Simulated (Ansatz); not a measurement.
# TiSe2: the cost of one run

Program: Ansatz 0.2.0, driven from Python. Level of theory: DFT PBE, plane waves, PAW. These are calculated values, not measurements.

A COD entry behind a cell of this session may itself be a prediction, so a difference from it is no test against experiment.

### 1 The structure

The structure is trigonal, space group P-3m1 (No. 164). The conventional cell has a = 3.536 Å, b = 3.536 Å, c = 6.004 Å, α = 90.00°, β = 90.00°, γ = 120.00°. Ti (site symmetry -3m) has 6 Se at 2.55 Å as nearest neighbours. Around Se (site symmetry 3m) lie 3 Ti at 2.55 Å.

No structure file is read: the coordinates are typed or built in the script.

### 2 The script

tise2_vcrelax.py reads:

```python
from pathlib import Path
import json
import warnings

import ansatz as az
from ase import Atoms
from ase.io import write
from ase.neighborlist import neighbor_list
import numpy as np
from pymatgen.core import Structure
from pymatgen.symmetry.analyzer import SpacegroupAnalyzer

def edges_and_angles(cell):
    cell = np.asarray(cell)
    a, b, c = np.linalg.norm(cell, axis=1)
    cosines = cell[1] @ cell[2] / (b * c), cell[0] @ cell[2] / (a * c), cell[0] @ cell[1] / (a * b)
    return (a, b, c, *np.degrees(np.arccos(cosines)))

warnings.simplefilter("ignore", az.DeckWarning)

cell = (
    az.Lattice.from_parameters(3.536, 3.536, 6.004, alpha=90, beta=90, gamma=120)
    .space_group(164)
    .atom("Ti", (0.0, 0.0, 0.0))
    .atom("Se", (1 / 3, 2 / 3, 0.2552))
)

calculation = (
    cell.calculation()
    .basis(420)
    .kpoints(7, 7, 4)
    .occupations("cold", width=0.02)
    .relax(force_tolerance=0.05, fix_cell=["shape"])
    .density()
    .potential()
    .electron_localization_function()
    .output_files(volumetric_format="npy")
)
outcome = calculation.run(threads=1, events_out="events.ndjson")
with open("events.ndjson") as stream:
    events = [json.loads(line) for line in stream]
steps = [e["data"] for e in events if e["event"] == "relax_step"]
r = outcome.report
for s in steps:
    flag = "" if s["accepted"] else "  (rejected)"
    print("step %2d  E = %.5f eV  largest force component = %.4f eV/A%s" % (s["step"], s["lagrangian_ev"], s["allowed_force_max_ev_ang"], flag))

first, last = steps[0], steps[-1]
symbols = [site.symbol for site in outcome.lattice.sites]
print(f"energy gained {first['lagrangian_ev'] - last['lagrangian_ev']:.4f} eV in {len(steps) - 1} steps")
for label, vectors in (("before", first["cell_ang"]), ("after", outcome.lattice.cell_ang)):
    print(label, "a b c (A) {:.4f} {:.4f} {:.4f}  angles {:.2f} {:.2f} {:.2f}".format(*edges_and_angles(vectors)), f" V = {abs(np.linalg.det(vectors)):.3f} A^3")
print("final stress xx yy zz (GPa, compression positive):", np.round(np.diag(r["stress_gpa"]), 3) + 0.0)

final = Atoms(symbols, positions=last["positions_ang"], cell=outcome.lattice.cell_ang, pbc=True)
i, j, d = neighbor_list("ijd", final, 4.5)
print("neighbours within 1.1 times the shortest distance of each atom (A)")
for atom in range(len(final)):
    near = [m for m in np.argsort(d) if i[m] == atom]
    shell = [m for m in near if d[m] < 1.1 * d[near[0]]]
    print(f"{symbols[atom]}{atom} ({len(shell)}):", ", ".join(f"{symbols[j[m]]} {d[m]:.3f}" for m in shell))

relaxed = Atoms(symbols, positions=[site.position_ang for site in outcome.lattice.sites], cell=outcome.lattice.cell_ang, pbc=True)
write("relaxed.cif", relaxed, format="cif")

change = np.array(last["positions_ang"]) @ np.linalg.inv(last["cell_ang"]) - np.array(first["positions_ang"]) @ np.linalg.inv(first["cell_ang"])
moved = np.linalg.norm(change @ np.array(last["cell_ang"]), axis=1)
print("displacement within the cell, strain taken out (A):", " ".join(f"{s}:{d:.3f}" for s, d in zip(symbols, moved)))

for key in ("converged", "n_iterations", "n_electrons", "n_kpoints", "n_pw", "n_symmetry_ops", "free_energy_ev", "fermi_energy_ev"):
    print(f"{key:18s} {r[key]}")

folder = Path(outcome.write_results("fields"))
print("densities in e/A^3, potentials in eV, ELF without unit")
for name in sorted(p.name for p in folder.glob("*.npy")):
    field = np.load(folder / name)
    print(f"{name:16s} {str(field.shape):16s} min {field.min():10.4f}  mean {field.mean():10.4f}  max {field.max():10.4f}")

final = Structure(outcome.lattice.cell_ang, [s.symbol for s in outcome.lattice.sites], [s.position_frac for s in outcome.lattice.sites])
analyser = SpacegroupAnalyzer(final, symprec=0.01)
standard = analyser.get_conventional_standard_structure()
print(analyser.get_crystal_system(), analyser.get_space_group_symbol(), len(standard), "atoms in the conventional cell")
print("a b c (A):", [round(x, 4) for x in standard.lattice.abc], " angles:", [round(x, 2) for x in standard.lattice.angles])
print(f"mass density {float(final.density):.3f} g/cm^3")
```

### 3 Running it

Launch:

```console
$ python tise2_vcrelax.py
```

What time and memory should one allow on 1 thread of Arm Neoverse V2, shared host?

About 13 s, with a peak of 0.51 GiB.
